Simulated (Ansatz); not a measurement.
**WS2: stress in a strained cell**

WS2 is deformed so: zz strain of -1 %. What stress and forces result, by LAPW, PAW and all-electron datasets made for the crystal?

Program: Ansatz 0.2.0. Level of theory: DFT LDA, scalar-relativistic. These are calculated values, not measurements.

## 1. The structure to begin with

Symmetry: R3m, No. 160, trigonal system. Conventional cell: a = 3.158 Å, b = 3.158 Å, c = 18.490 Å, α = 90.00°, β = 90.00°, γ = 120.00°. W (site symmetry 3m) has 6 S at 2.39 to 2.42 Å as nearest neighbours. S (site symmetry 3m) is surrounded by 3 W at 2.39 Å. S (site symmetry 3m) has 3 W at 2.42 Å as nearest neighbours.

Coordinates:

```xyz
3
Lattice="1.5790 0.9116 6.1633 -1.5790 0.9116 6.1633 0.0000 -1.8233 6.1633" Properties=species:S:1:pos:R:3 pbc="T T T"
W     0.0000    0.0000    0.0000
S     0.0000    0.0000   13.8730
S     0.0000    0.0000   10.7427
```

Atoms are numbered in the order of the input: W1, S2, S3.

## 2. The deformed structure

Space group R3m before, R3m after.

## 3. LAPW, all electrons

Input file input.yaml:

```yaml
crystal:
  lattice:
    - [1.5790003843, 0.9116362969, 6.1016967]
    - [-1.5790003843, 0.9116362969, 6.1016967]
    - [0.0, -1.8232725938, 6.1016967]
  atoms:
    - { symbol: W, position: [0.0, 0.0, 0.0] }
    - { symbol: S, position: [0.7503, 0.7503, 0.7503] }
    - { symbol: S, position: [0.581, 0.581, 0.581] }
kpoints:
  mp_grid: { grid: [13, 13, 13] }
  band_path:
    path:
      - [0.0, 0.0, 0.0]
      - [0.5, 0.5, 0.5]
      - [0.8184516957, 0.1815483043, 0.5]
      - [0.5, -0.1815483043, 0.1815483043]
      - [0.5, 0.0, 0.0]
      - [0.0, 0.0, 0.0]
      - [0.3407741522, -0.3407741522, 0.0]
      - [0.6592258479, 0.0, 0.3407741522]
      - [0.5, 0.0, 0.5]
    npoints: 5
scf:
  occupations: { method: fermi_dirac, width: 0.08 }
hamiltonian:
  xc: lda
  pseudopotentials: { kind: all_electron, lapw: { basis_error: 0.0005 } }
output:
  forces: true
  stress: true
  eigenvalues: true
```

Launch:

```console
> ansatz run input.yaml --threads 1 --pin off --max-ram 6144MiB --backend cpu --events-out ev --progress --plain --runs-dir out
```

## 4. PAW with frozen cores

Input file input.yaml:

```yaml
crystal:
  lattice:
    - [1.5790003843, 0.9116362969, 6.1016967]
    - [-1.5790003843, 0.9116362969, 6.1016967]
    - [0.0, -1.8232725938, 6.1016967]
  atoms:
    - { symbol: W, position: [0.0, 0.0, 0.0] }
    - { symbol: S, position: [0.7503, 0.7503, 0.7503] }
    - { symbol: S, position: [0.581, 0.581, 0.581] }
kpoints:
  mp_grid: { grid: [13, 13, 13] }
scf:
  occupations: { method: fermi_dirac, width: 0.08 }
hamiltonian:
  xc: lda
  pseudopotentials: { kind: paw }
output:
  forces: true
  stress: true
  eigenvalues: true
  efg: { contact_densities: true }
```

## 5. All-electron PAW on datasets made for the crystal

input.yaml: that of step 4 with these lines changed.

```diff
@@ -15,3 +15,3 @@
   xc: lda
-  pseudopotentials: { kind: paw }
+  pseudopotentials: { kind: all_electron, datasets: crystal }
 output:
```

(Steps that only read results are left out.)

Q: Predict the outcome of this session. Wanted: pressure; largest shear or deviatoric stress.

**Answer**, as computed:

| quantity | value |
| --- | --- |
| pressure | LAPW -1.85, PAW -1.89, crystal datasets -1.86 GPa |
| largest shear or deviatoric stress (LAPW) | 1.63 GPa |

What this shows: The largest part of the stress beyond the pressure is 1.63 GPa in size, in the zz component; the atoms are carried along and not relaxed. No run of the undeformed cell stands beside it, so the pressure holds what the given cell had before the change. PAW: stress within 0.04 GPa of LAPW, forces within 1 meV/Å. Crystal datasets: stress within 0.01 GPa of LAPW, forces within 1 meV/Å. Spin-orbit coupling is left out, though the cell holds W; in elements this heavy it can shift bands and gaps by tenths of an eV.
